## What the gap is

The band gap is the energy between the highest occupied and the lowest empty electron band. Here it was read from density-functional band energies along lines through the special points of the crystal's momentum space. The "direct gap" compares the two bands at the same momentum. It equals the gap in every row, so ZnS can absorb light at its band edge without help from lattice vibrations.

Kohn–Sham band gaps of cubic ZnS (F-43m, fixed cell with conventional edge 5.404 Å), computed with GPAW 26.7.0 using PAW and a 600 eV plane-wave cutoff, without spin polarisation or spin–orbit coupling. The density was converged on a 9 × 9 × 9 k mesh with Fermi–Dirac smearing of 0.05 eV; the gaps are taken from bands along a path through special points.

```tsv
functional	potentials	gap on path (eV)	direct gap on path (eV)
LDA	GPAW-PAW-data-sets-(gpaw-data-1.2.1)	1.858	1.858
PBE	GPAW-PAW-data-sets-(gpaw-data-1.2.1)	2.104	2.104
PBEsol	PAW-data-sets-made-by gpaw-setup-for-the-functional	1.968	1.968
revPBE	GPAW-PAW-data-sets-(gpaw-data-1.2.1)	2.227	2.227
RPBE	GPAW-PAW-data-sets-(gpaw-data-1.2.1)	2.273	2.273
BLYP	PAW-data-sets-made-by gpaw-setup-for-the-functional	2.092	2.092
r2SCAN	GPAW-PAW-data-sets-(gpaw-data-1.2.1)	2.667	2.667
```

All rows use the same atoms in the same cell. Apart from numerical details that should not affect the gap, only the functional and the atomic data sets used with it change. LDA takes the exchange and correlation energy from the local electron density. The GGAs (PBE, PBEsol, revPBE, RPBE, BLYP) add the gradient of the density, and the meta-GGA r2SCAN also uses the kinetic-energy density of the orbitals.

## How far off each level is

The measured gap is roughly 3.7 eV, a recalled value. PBE falls short of it by about 1.6 eV, LDA by about 1.8 eV and r2SCAN by about 1.0 eV. Spin–orbit coupling and lattice vibrations are absent from the calculation, but both would lower the computed gaps further. The shortfall therefore belongs mainly to the functionals.

For an engineer the error is one of kind. A material with PBE's gap of 2.1 eV would absorb green and blue light and look coloured. Real pure ZnS has its band edge in the ultraviolet and absorbs almost no visible light, so its powder serves as a white pigment.

## Why the gap comes out too small

An isolated atom shows the reason in its simplest form. Its true gap is the cost of removing an electron less the energy gained by adding one. The difference between its highest filled and lowest empty orbital in LDA or a GGA is much smaller. When an electron is added, the exact potential jumps upward by a constant, the derivative discontinuity, and these functionals have no such jump.

The analogy holds for the cause of the error but not for its size or its cure. In a solid the other electrons screen the added charge, so the error is smaller than in an atom. For an atom one can also avoid the orbital energies by computing the charged ions separately. In an extended crystal the added charge spreads out over the whole solid, and with LDA or a GGA that detour leads back to the same small gap.

## What a change of GGA does

At the fixed cell, the gap grows by 0.42 eV from LDA to RPBE. With one exception, the order follows how strongly each functional raises the exchange energy where the density varies quickly. Where the density changes markedly within a small fraction of an electron wavelength (a reduced gradient of 2), PBEsol raises the local exchange energy by about 30%, PBE by 42% and RPBE by 53%. The exception is BLYP: it raises the exchange energy by 47%, more than PBE, yet its gap is 0.012 eV smaller. The comparison counts exchange only, and BLYP also uses a correlation functional of another form, so it need not follow the same order.

This is a parallel in the numbers, not a full explanation. Each run has its own zero of energy, so the table cannot tell whether the filled band sinks or the empty band rises. PBEsol and BLYP also use atomic data sets of a different make, whose effect on the gap is untested. The small difference between BLYP and PBE should therefore not be given a cause.

## Why much of this step may vanish on relaxation

The same gradient correction also acts on the bond lengths. Separated atoms have steeper densities than a solid, so a functional that rewards steep density weakens the binding and favours a larger cell. In the common cell this appears as pressure. RPBE pushes outward with 4.5 GPa, while LDA pulls inward with 4.9 GPa.

A straight line of gap against pressure was fitted to LDA and the four PBE-type GGAs. The gap rises by about 0.044 eV for each GPa of outward push. The line describes these five rows to within about 0.03 eV, but it only states that two effects of the gradient correction grow together. BLYP, left out because its exchange and correlation have another form, lies 0.18 eV below the line.

If each functional is allowed to find its own cell, a second effect works against the first. The gap of ZnS shrinks when the crystal expands, because the lowest empty state is antibonding and falls in energy as the atoms move apart. To first order,

relaxed gap ≈ fixed-cell gap − a × P,

where P is the pressure left in the cell, positive for an outward push, and a is the rise of the gap per GPa of compression. Strictly, a is each functional's own coefficient, which was not computed here. As a stand-in for all rows, experiment gives roughly 0.06 eV/GPa, again a recalled value.

For RPBE the estimate is 2.273 − 0.06 × 4.487 = 2.004 eV. For LDA it is 1.858 + 0.06 × 4.916 = 2.153 eV. In this estimate the fixed-cell order of the two has reversed, and their distance has shrunk from 0.42 to 0.15 eV. Both rows belong to the fitted line, but this estimate does not use the line, and no relaxed calculation is at hand to test it.

The near-cancellation arises because the two slopes, 0.044 and about 0.06 eV/GPa, are similar. The final order depends on the exact value of a: with 0.04 eV/GPa the five gaps almost coincide, and with 0.08 they spread over 0.34 eV in reverse order. BLYP does not join the group. It pushes outward as hard as RPBE but starts from a smaller gap, so its estimate drops to about 1.8 eV.

The same reasoning can be carried to a neighbouring semiconductor through the sign of a, provided that a stronger gradient correction widens the fixed-cell gap there too. Where the gap opens on compression, relaxation works against the gain from a stronger gradient correction. Where it closes on compression, relaxation adds to that gain.

## What r2SCAN changes

r2SCAN lies 0.56 eV above PBE and 0.39 eV above RPBE, the highest GGA. Its own pressure is small, so relaxation should move it by less than 0.1 eV, and the estimated lead over all other rows is then nearly 0.6 eV. Unlike the order of LDA and the PBE-type GGAs, this lead survives the estimated relaxation, though its size changes with the cell.

Theory offers a reason. LDA and GGAs give every electron the same local potential. Because r2SCAN depends on the kinetic-energy density, its potential acts differently on different orbitals and can separate filled from empty states. Part of the missing jump thereby enters the orbital energies.

The gain closes about 35% of PBE's shortfall. One reservation concerns its size: the atomic data sets of this row were not made for r2SCAN, and their influence on the gap and on the pressure has not been tested.

## What PBE gets wrong below the gap

The filled Zn 3d levels matter to anyone who compares with photoemission. PBE puts them about 6 eV below the top of the filled bands, against roughly 9 eV measured. Levels so close to the sulfur 3p band push its top upward and narrow the gap.

The PBE levels at the zone centre show signs of this push. The threefold d level, which symmetry allows to mix with sulfur p, lies 0.5 eV below the twofold one, which cannot mix there. The electric field of the four sulfur neighbours alone would order the two levels the other way round, which supports mixing as the cause. The upward push on the band top is thus probably of the order of half an eV. Such a push weakens only roughly as the inverse of the distance between the levels, so most of it is expected to remain with the d levels at their measured depth. The shallow d levels therefore explain only a small part of the shortfall.

## Cost and choice

No timings are given, so the cost can only be argued from what each method has to compute. LDA and the GGAs cost nearly the same. r2SCAN needs the kinetic-energy density as well and often more steps to converge, but its cost grows with the number of atoms in the same way. Hybrid functionals and many-body methods, the usual next step for gaps, cost far more because they treat pairs of orbitals.

| Purpose | Advice from these rows |
|---|---|
| Absolute gap to 0.1–0.2 eV | No level here suffices |
| Better gap at moderate cost | r2SCAN, still about 1 eV too low |
| Comparing gaps from different GGAs | First make sure that the cells were chosen in the same way |

The printed analysis after this text gives the pressures, the fitted line and the relaxed estimates.

In practice, do not look for a better gap of ZnS by exchanging one of these GGAs for another. Choose the GGA for the structure, state the cell with every gap, and change the class of method when the gap itself matters.

Output of the analysis:

```
Gaps in eV and pressure in GPa:
     row  gap less PBE  rough measured less gap  pressure  estimated relaxed gap  enhancement at 1 (r2SCAN void)  enhancement at 2 (r2SCAN void)
     LDA        -0.246                    1.842    -4.916                  2.153                               0                               0
     PBE             0                    1.596     1.624                  2.007                          0.1725                           0.419
  PBEsol        -0.136                    1.732     -1.99                  2.087                          0.1043                             0.3
  revPBE         0.123                    1.473     3.699                  2.005                          0.1859                          0.5077
    RPBE         0.169                    1.427     4.487                  2.004                          0.1923                          0.5337
    BLYP        -0.012                    1.608     4.756                  1.807                          0.1783                          0.4671
  r2SCAN         0.563                    1.033    -1.111                  2.734                               0                               0
Rank correlation of gap and enhancement at 1 for LDA and GGAs: 0.9429
Rank correlation of gap and enhancement at 2 for LDA and GGAs: 0.9429
fit of gap_on_path on 5 rows (fam > 0): constant 2.061 +/- 0.0092, coefficient of P 0.04365 +/- 0.0026; rms 0.0157, worst PBE 0.0275, leave-one-out rms 0.027
  rows outside the fit (model, value, miss): BLYP 2.268, 2.092, 0.176; r2SCAN 2.012, 2.667, -0.655
Spread of LDA and PBE-type GGAs at the fixed cell (eV): 0.415
Same spread relaxed with 0.04 eV/GPa (eV): 0.05448
Same spread relaxed with 0.06 eV/GPa (eV): 0.1492
Same spread relaxed with 0.08 eV/GPa (eV): 0.3372
Spread with BLYP included relaxed with 0.06 eV/GPa (eV): 0.3463
r2SCAN above the highest GGA at the fixed cell (eV): 0.394
r2SCAN above the highest other row relaxed with 0.06 eV/GPa (eV): 0.5807
Share of the PBE shortfall that r2SCAN closes (percent): 35.28
PBE threefold d level below the valence top (eV): 6.315
PBE twofold d level below the valence top (eV): 5.821
PBE threefold d level below the twofold one (eV): 0.4941
```
